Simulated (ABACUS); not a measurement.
# MgO (Fm-3m) in ABACUS: further runs

The runs below take MgO through equation of state, with PBE.

Everything below comes from runs of ABACUS 3.10.1. Logs are shortened: lines on timing, memory, paths and dates and some standing lists are left out, and cuts for length are marked.

### Step 1. The structure

The structure is cubic, space group Fm-3m (No. 225). Conventional cell: a = 4.194 Å, b = 4.194 Å, c = 4.194 Å, α = 90.00°, β = 90.00°, γ = 90.00°. Mg (site symmetry m-3m) has 6 O at 2.10 Å as nearest neighbours. O (site symmetry m-3m) has 6 Mg at 2.10 Å as nearest neighbours.

The cell is a database's computed one.

### Step 2. Equation of state, PBE, 8.67 Å³/atom (volume scaled by 0.94)

INPUT reads:

```
INPUT_PARAMETERS
suffix              MgO
calculation         scf
basis_type          lcao
pseudo_dir          ./
orbital_dir         ./
symmetry            1
dft_functional      pbe
ecutwfc             100
pseudo_rcut         10
nspin               1
nbands              9
ks_solver           genelpa
smearing_method     fd
smearing_sigma      0.00367493
scf_thr             1e-07
scf_nmax            100
mixing_type         broyden
mixing_beta         0.7
cal_force           1
cal_stress          1
out_mul             1
```

STRU reads:

```
ATOMIC_SPECIES
Mg 24.3050 Mg.upf
O 15.9990 O.upf

NUMERICAL_ORBITAL
Mg_confined-atom_8au_2s1p.orb
O_confined-atom_6au_1s1p.orb

LATTICE_CONSTANT
1.8897261246

LATTICE_VECTORS
0.0000000000 2.0541934342 2.0541934342
2.0541934342 0.0000000000 2.0541934342
2.0541934342 2.0541934342 0.0000000000

ATOMIC_POSITIONS
Direct

Mg
0.0
1
0.0000000000 0.0000000000 0.0000000000 1 1 1

O
0.0
1
0.5000000000 0.5000000000 0.5000000000 1 1 1
```

KPT reads:

```
K_POINTS
0
Gamma
11 11 11 0 0 0
```

Potentials or basis: PseudoDojo NC SR 0.4.1 PBE standard, SZ LCAO (the cutoffs set its grid).

Started as:

```
$ OMP_NUM_THREADS=1 mpirun -np 4 abacus > log
```

running log:

```text
ABACUS v3.10.1

               Atomic-orbital Based Ab-initio Computation at UStc

 ------------------------------------------------------------------------------------

 READING GENERAL INFORMATION
                           global_out_dir = OUT.MgO/
                           global_in_card = INPUT
                               pseudo_dir = ./
[... 8 lines left out ...]

 READING ATOM TYPE 1
                               atom label = Mg
                      L=0, number of zeta = 2
                      L=1, number of zeta = 1
             number of atom for this type = 1

 READING ATOM TYPE 2
                               atom label = O
                      L=0, number of zeta = 1
                      L=1, number of zeta = 1
             number of atom for this type = 1

                        TOTAL ATOM NUMBER = 2
DIRECT COORDINATES
    atom                   x                   y                   z     mag                  vx                  vy                  vz
taud_Mg1            0.0000000000        0.0000000000        0.0000000000  0.0000        0.0000000000        0.0000000000        0.0000000000
taud_O1            0.5000000000        0.5000000000        0.5000000000  0.0000        0.0000000000        0.0000000000        0.0000000000

                          Volume (Bohr^3) = 116.991
                             Volume (A^3) = 17.3362

 Lattice vectors: (Cartesian coordinate: in unit of a_0)
                   +0            +2.05419            +2.05419
             +2.05419                  +0            +2.05419
             +2.05419            +2.05419                  +0
 Reciprocal vectors: (Cartesian coordinate: in unit of 2 pi/a_0)
            -0.243405           +0.243405           +0.243405
            +0.243405           -0.243405           +0.243405
            +0.243405           +0.243405           -0.243405
 The esolver type has been set to : ksdft_lcao

                PAO radial cut off (Bohr) = 10

 Read in pseudopotential file is Mg.upf
                     pseudopotential type = NC
          exchange-correlation functional = PBE
                 nonlocal core correction = 0
                        valence electrons = 10
                                     lmax = 1
                           number of zeta = 3
                     number of projectors = 4
                           L of projector = 0
                           L of projector = 0
                           L of projector = 1
                           L of projector = 1
                PAO radial cut off (Bohr) = 10

 Read in pseudopotential file is O.upf
                     pseudopotential type = NC
          exchange-correlation functional = PBE
                 nonlocal core correction = 1
                        valence electrons = 6
                                     lmax = 2
                           number of zeta = 2
                     number of projectors = 5
                           L of projector = 0
                           L of projector = 0
                           L of projector = 1
                           L of projector = 1
                           L of projector = 2
     initial pseudo atomic orbital number = 9

 SETUP THE ELECTRONS NUMBER
            electron number of element Mg = 10
      total electron number of element Mg = 10
             electron number of element O = 6
       total electron number of element O = 6
            AUTOSET number of electrons:  = 16
                           occupied bands = 8
                                   NLOCAL = 9
                                   NBANDS = 9
                                   NBANDS = 9
                                   NLOCAL = 9

%%%%%%%%%%%%%%%%%%%%%%%%%%%%%%%%%%%%%%%%%%%%%%%%%%%%%%%%%%%%%%%%%%%%%%%%%%%%%%%%%%%%%%%%%%%%%%%%%%%%%%%%%%
 Warning: the number of valence electrons in pseudopotential > 2 for Mg: [Ne] 3s2
 Pseudopotentials with additional electrons can yield (more) accurate outcomes, but may be less efficient.
 If you're confident that your chosen pseudopotential is appropriate, you can safely ignore this warning.
%%%%%%%%%%%%%%%%%%%%%%%%%%%%%%%%%%%%%%%%%%%%%%%%%%%%%%%%%%%%%%%%%%%%%%%%%%%%%%%%%%%%%%%%%%%%%%%%%%%%%%%%%%

 SETUP THE PLANE WAVE BASIS
 energy cutoff for charge/potential (unit:Ry) = 400
            fft grid for charge/potential = [ 36, 36, 36 ]
                        fft grid division = [ 3, 3, 3 ]
[... 63 lines left out ...]
                     BRAVAIS LATTICE NAME = 02. Cubic I (body-centered)
                                    ibrav = 2
                       right hand lattice = 1
(for k-lattice: )
                             BRAVAIS TYPE = 2
                     BRAVAIS LATTICE NAME = 02. Cubic I (body-centered)
                                    ibrav = 2
                       right hand lattice = 1
                        ROTATION MATRICES = 48
                               nkstot_ibz = 56
K-POINTS REDUCTION ACCORDING TO SYMMETRY
     IBZ    DIRECT_X    DIRECT_Y    DIRECT_Z  WEIGHT  ibz2bz
       1  0.00000000  0.00000000  0.00000000  0.0008       0
       2  0.09090909  0.09090909  0.09090909  0.0060       1
       3  0.18181818  0.18181818  0.18181818  0.0060       2
       4  0.27272727  0.27272727  0.27272727  0.0060       3
       5  0.36363636  0.36363636  0.36363636  0.0060       4
       6  0.45454545  0.45454545  0.45454545  0.0060       5
[... 22 lines left out ...]
      29 -0.36363636  0.36363636  0.36363636  0.0180      40
      30 -0.45454545  0.27272727  0.27272727  0.0090      41
[... 26 further k points ...]

                               nkstot now = 56
[... K-POINTS DIRECT COORDINATES: 56 rows ...]

           k-point number in this process = 56
       minimum distributed K point number = 56
[... stars of the k points ...]

[... K-POINTS CARTESIAN COORDINATES: 56 rows ...]

[... K-POINTS DIRECT COORDINATES: 56 rows ...]

 SETUP PLANE WAVES FOR WAVE FUNCTIONS
     energy cutoff for wavefunc (unit:Ry) = 100
              fft grid for wave functions = [ 36, 36, 36 ]
                    number of plane waves = 2741
                         number of sticks = 253

 PARALLEL PW FOR WAVE FUNCTIONS
     PROC   COLUMNS(POT)             PW
        1             64            688
        2             63            684
        3             63            685
        4             63            684
 --------------- sum -------------------
        4            253           2741

 SET NONLOCAL PSEUDOPOTENTIAL PROJECTORS
 SET NONLOCAL PSEUDOPOTENTIAL PROJECTORS
 max number of nonlocal projetors among all species is 5

 -------------------------------------------
 SELF-CONSISTENT
 -------------------------------------------

 SETUP SEARCHING RADIUS FOR PROGRAM TO SEARCH ADJACENT ATOMS
                  longest orb rcut (Bohr) = 8
   longest nonlocal projector rcut (Bohr) = 1.58
                     search radius (Bohr) = 19.2
              searching radius is (Bohr)) = 19.2
         searching radius unit is (Bohr)) = 1.89
                         PeriodicBoundary = 1
                        Radius(unit:lat0) = 10.1
                                   glayer = [ 6, 6, 6 ]
                             glayer_minus = [ 5, 5, 5 ]

Find the coordinate range of the input atom(unit:lat0).
                                  min_tau = [ -20.5, -20.5, -20.5 ]
                                  max_tau = [ 22.6, 22.6, 22.6 ]
                                BoxNumber = [ 11, 11, 11 ]

 SETUP EXTENDED REAL SPACE GRID FOR GRID INTEGRATION
                          real space grid = [ 36, 36, 36 ]
                 big cell numbers in grid = [ 12, 12, 12 ]
             meshcell numbers in big cell = [ 3, 3, 3 ]
                        extended fft grid = [ 22, 22, 22 ]
                dimension of extened grid = [ 57, 57, 57 ]
                            UnitCellTotal = 125
              Atom number in sub-FFT-grid = 2
    Local orbitals number in sub-FFT-grid = 9
                                ParaV.nnr = 4173
                                 init_chg = atomic

 LCAO ALGORITHM --------------- ION=   1  ELEC=   1--------------------------------

 Density error is 0.145930476648
----------------------------------------------------------
     Energy           Rydberg                 eV
----------------------------------------------------------
 E_KohnSham     -151.5832155219      -2062.3954522593
 E_Harris       -150.0949530707      -2042.1466028040
 E_Fermi        0.8416912132         11.4517964556
----------------------------------------------------------
[... 58 lines left out ...]
 Density error is 4.7761268761e-08
----------------------------------------------------------
     Energy           Rydberg                 eV
----------------------------------------------------------
 E_KohnSham     -151.7089708572      -2064.1064413737
 E_KS(sigma->0) -151.7089708572      -2064.1064413737
 E_Harris       -151.7089718070      -2064.1064542963
 E_band         -18.5584244592       -252.5003185477
 E_one_elec     -71.4018617265       -971.4721672891
 E_Hartree      41.9649882222        570.9629563248
 E_xc           -25.1139559231       -341.6928998755
 E_Ewald        -97.1581414297       -1321.9043305340
 E_entropy(-TS) -0.0000000000        -0.0000000000
 E_descf        0.0000000000         0.0000000000
 E_exx          0.0000000000         0.0000000000
 E_Fermi        1.1034033199         15.0125723430
----------------------------------------------------------

 charge density convergence is achieved
 final etot is -2064.1064414 eV
 EFERMI = 15.012572343 eV

 STATE ENERGY(eV) AND OCCUPATIONS    NSPIN == 1
 1/56 kpoint (Cartesian) = 0.0000 0.0000 0.0000 (495 pws)
       1       -64.0427     0.00150263
       2       -30.7863     0.00150263
       3       -30.7863     0.00150263
       4       -30.7863     0.00150263
       5       -5.45212     0.00150263
       6        13.7885     0.00150263
       7        13.7885     0.00150263
       8        13.7885     0.00150263
       9        16.7538    1.12920e-18
[... 45 lines left out ...]
 6/56 kpoint (Cartesian) = 0.11064 0.11064 0.11064 (498 pws)
       1       -64.0311      0.0120210
       2       -30.8880      0.0120210
       3       -30.7969      0.0120210
       4       -30.7969      0.0120210
       5       -2.55791      0.0120210
       6        6.28796      0.0120210
       7        13.1195      0.0120210
       8        13.1195      0.0120210
       9        25.7470        0.00000

[... levels at 50 further k points ...]

 correction force for each atom along direction 1 is -4.44814e-14
 correction force for each atom along direction 2 is 6.99869e-15
 correction force for each atom along direction 3 is -5.21150e-14
------------------------------------------------------------------------------------------
 TOTAL-FORCE (eV/Angstrom)
------------------------------------------------------------------------------------------
                       Mg1         0.0000000000         0.0000000000         0.0000000000
                        O1         0.0000000000         0.0000000000         0.0000000000
------------------------------------------------------------------------------------------

----------------------------------------------------------------
 TOTAL-STRESS (KBAR)
----------------------------------------------------------------
       381.6424143939         0.0000000000         0.0000000000
         0.0000000000       381.6424143939         0.0000000000
        -0.0000000000        -0.0000000000       381.6424143939
----------------------------------------------------------------
 TOTAL-PRESSURE: 381.642414 KBAR

 --------------------------------------------
 !FINAL_ETOT_IS -2064.1064413737321956 eV
 --------------------------------------------
```

It took 1.6 s on 4 MPI ranks of INTEL XEON PLATINUM 8581C at 2.10GHz (Emerald Rapids), shared host; peak memory 0.4 GiB.

The run converged, but some of its settings lie outside the range that counts as converged, so its numbers aren't taken as properties of the crystal.

Results:

```yaml
Free_energy: -2064.1064 eV
Pressure: 38.2 GPa
Band_gap_on_the_k_mesh: 2.97 eV, direct
Mulliken_charges: Mg +1.19; O -1.19 e
```

Caveat: the atomic orbitals were generated for these runs and aren't a published set; Mulliken charges move with the basis; the basis of atomic orbitals isn't converged, which shifts pressures, moduli and gaps.

### Step 3. Equation of state, PBE, 8.85 Å³/atom (volume scaled by 0.96)

INPUT is that of step 2.

STRU: that of step 2 with these lines changed.

```diff
@@ -12,5 +12,5 @@
 LATTICE_VECTORS
-0.0000000000 2.0541934342 2.0541934342
-2.0541934342 0.0000000000 2.0541934342
-2.0541934342 2.0541934342 0.0000000000
+0.0000000000 2.0686600618 2.0686600618
+2.0686600618 0.0000000000 2.0686600618
+2.0686600618 2.0686600618 0.0000000000
```

KPT is that of step 2.

Potentials or basis: PseudoDojo NC SR 0.4.1 PBE standard, SZ LCAO (the cutoffs set its grid).

Started as:

```
$ OMP_NUM_THREADS=1 mpirun -np 4 abacus > log
```

Wall time 1.6 s (4 MPI ranks of INTEL XEON PLATINUM 8581C at 2.10GHz (Emerald Rapids), shared host); peak memory 0.4 GiB.

The run converged, but some of its settings lie outside the range that counts as converged, so its numbers aren't taken as properties of the crystal.

What came out:

```
Free energy            : -2064.1882 eV
Pressure               : 32.9 GPa
Band gap on the k mesh : 2.73 eV, direct
Mulliken charges       : Mg +1.18; O -1.18 e
```

Caveat: the atomic orbitals were generated for these runs and aren't a published set; Mulliken charges move with the basis; the basis of atomic orbitals isn't converged, which shifts pressures, moduli and gaps.

### Step 4. Equation of state, PBE, 9.04 Å³/atom (volume scaled by 0.98)

INPUT is that of step 3.

STRU: that of step 3 with these lines changed.

```diff
@@ -12,5 +12,5 @@
 LATTICE_VECTORS
-0.0000000000 2.0686600618 2.0686600618
-2.0686600618 0.0000000000 2.0686600618
-2.0686600618 2.0686600618 0.0000000000
+0.0000000000 2.0829271338 2.0829271338
+2.0829271338 0.0000000000 2.0829271338
+2.0829271338 2.0829271338 0.0000000000
```

KPT is that of step 3.

Started as:

```
$ OMP_NUM_THREADS=1 mpirun -np 4 abacus > log
```

Wall time 1.6 s (4 MPI ranks of INTEL XEON PLATINUM 8581C at 2.10GHz (Emerald Rapids), shared host); peak memory 0.4 GiB.

These settings aren't checked as converged: the numbers below hold their error.

Results:

```
Free energy            : -2064.2583 eV
Pressure               : 28.1 GPa
Band gap on the k mesh : 2.51 eV, direct
Mulliken charges       : Mg +1.17; O -1.17 e
```

Caveat: the atomic orbitals were generated for these runs and aren't a published set; Mulliken charges move with the basis; the basis of atomic orbitals isn't converged, which shifts pressures, moduli and gaps.

### Step 5. Equation of state, PBE, 9.22 Å³/atom

INPUT is that of step 4.

STRU: that of step 4 with these lines changed.

```diff
@@ -12,5 +12,5 @@
 LATTICE_VECTORS
-0.0000000000 2.0829271338 2.0829271338
-2.0829271338 0.0000000000 2.0829271338
-2.0829271338 2.0829271338 0.0000000000
+0.0000000000 2.0970013927 2.0970013927
+2.0970013927 0.0000000000 2.0970013927
+2.0970013927 2.0970013927 0.0000000000
```

KPT is that of step 4.

Started as:

```
$ OMP_NUM_THREADS=1 mpirun -np 4 abacus > log
```

Wall time 1.6 s (4 MPI ranks of INTEL XEON PLATINUM 8581C at 2.10GHz (Emerald Rapids), shared host); peak memory 0.4 GiB.

These settings aren't checked as converged: the numbers below hold their error.

Results:

```yaml
Free_energy: -2064.3182 eV
Pressure: 23.8 GPa
Band_gap_on_the_k_mesh: 2.30 eV, direct
Mulliken_charges: Mg +1.16; O -1.16 e
```

Caveat: the atomic orbitals were generated for these runs and aren't a published set; Mulliken charges move with the basis; the basis of atomic orbitals isn't converged, which shifts pressures, moduli and gaps.

### Step 6. Equation of state, PBE, 9.41 Å³/atom (volume scaled by 1.02)

INPUT is that of step 5.

STRU: that of step 5 with these lines changed.

```diff
@@ -12,5 +12,5 @@
 LATTICE_VECTORS
-0.0000000000 2.0970013927 2.0970013927
-2.0970013927 0.0000000000 2.0970013927
-2.0970013927 2.0970013927 0.0000000000
+0.0000000000 2.1108892239 2.1108892239
+2.1108892239 0.0000000000 2.1108892239
+2.1108892239 2.1108892239 0.0000000000
```

KPT is that of step 5.

Potentials or basis: PseudoDojo NC SR 0.4.1 PBE standard, SZ LCAO (the cutoffs set its grid).

Started as:

```
$ OMP_NUM_THREADS=1 mpirun -np 4 abacus > log
```

Wall time 1.5 s (4 MPI ranks of INTEL XEON PLATINUM 8581C at 2.10GHz (Emerald Rapids), shared host); peak memory 0.4 GiB.

These settings aren't checked as converged: the numbers below hold their error.

What came out:

* Free energy: -2064.3684 eV
* Pressure: 19.9 GPa
* Band gap on the k mesh: 2.10 eV, direct
* Mulliken charges: Mg +1.15; O -1.15 e

Caveat: the atomic orbitals were generated for these runs and aren't a published set; Mulliken charges move with the basis; the basis of atomic orbitals isn't converged, which shifts pressures, moduli and gaps.

### Step 7. Equation of state, PBE, 9.59 Å³/atom (volume scaled by 1.04)

INPUT is that of step 6.

STRU: that of step 6 with these lines changed.

```diff
@@ -12,5 +12,5 @@
 LATTICE_VECTORS
-0.0000000000 2.1108892239 2.1108892239
-2.1108892239 0.0000000000 2.1108892239
-2.1108892239 2.1108892239 0.0000000000
+0.0000000000 2.1245966808 2.1245966808
+2.1245966808 0.0000000000 2.1245966808
+2.1245966808 2.1245966808 0.0000000000
```

KPT is that of step 6.

Started as:

```
$ OMP_NUM_THREADS=1 mpirun -np 4 abacus > log
```

Wall time 1.6 s (4 MPI ranks of INTEL XEON PLATINUM 8581C at 2.10GHz (Emerald Rapids), shared host); peak memory 0.4 GiB.

These settings aren't checked as converged: the numbers below hold their error.

Results:

| Item | Value |
| --- | --- |
| Free energy | -2064.4099 eV |
| Pressure | 16.3 GPa |
| Band gap on the k mesh | 1.91 eV, direct |
| Mulliken charges | Mg +1.15; O -1.15 e |

Caveat: the atomic orbitals were generated for these runs and aren't a published set; Mulliken charges move with the basis; the basis of atomic orbitals isn't converged, which shifts pressures, moduli and gaps.

### Step 8. Equation of state, PBE, 9.77 Å³/atom (volume scaled by 1.06)

INPUT is that of step 7.

STRU: that of step 7 with these lines changed.

```diff
@@ -12,5 +12,5 @@
 LATTICE_VECTORS
-0.0000000000 2.1245966808 2.1245966808
-2.1245966808 0.0000000000 2.1245966808
-2.1245966808 2.1245966808 0.0000000000
+0.0000000000 2.1381295086 2.1381295086
+2.1381295086 0.0000000000 2.1381295086
+2.1381295086 2.1381295086 0.0000000000
```

KPT is that of step 7.

Started as:

```
$ OMP_NUM_THREADS=1 mpirun -np 4 abacus > log
```

Wall time 1.6 s (4 MPI ranks of INTEL XEON PLATINUM 8581C at 2.10GHz (Emerald Rapids), shared host); peak memory 0.4 GiB.

These settings aren't checked as converged: the numbers below hold their error.

Results:

```yaml
Free_energy: -2064.4437 eV
Pressure: 13.1 GPa
Band_gap_on_the_k_mesh: 1.73 eV, direct
Mulliken_charges: Mg +1.14; O -1.14 e
```

Caveat: the atomic orbitals were generated for these runs and aren't a published set; Mulliken charges move with the basis; the basis of atomic orbitals isn't converged, which shifts pressures, moduli and gaps.

### Step 9. Equation of state, PBE

Potentials or basis: PseudoDojo NC SR 0.4.1 PBE standard, SZ LCAO (the cutoffs set its grid).

No new run: the results of the series are fitted here.

These settings aren't checked as converged: the numbers below hold their error.

Results:

```
Equilibrium volume : outside the volumes run
```

Caveat: the atomic orbitals were generated for these runs and aren't a published set; the basis of atomic orbitals isn't converged, which shifts pressures, moduli and gaps.
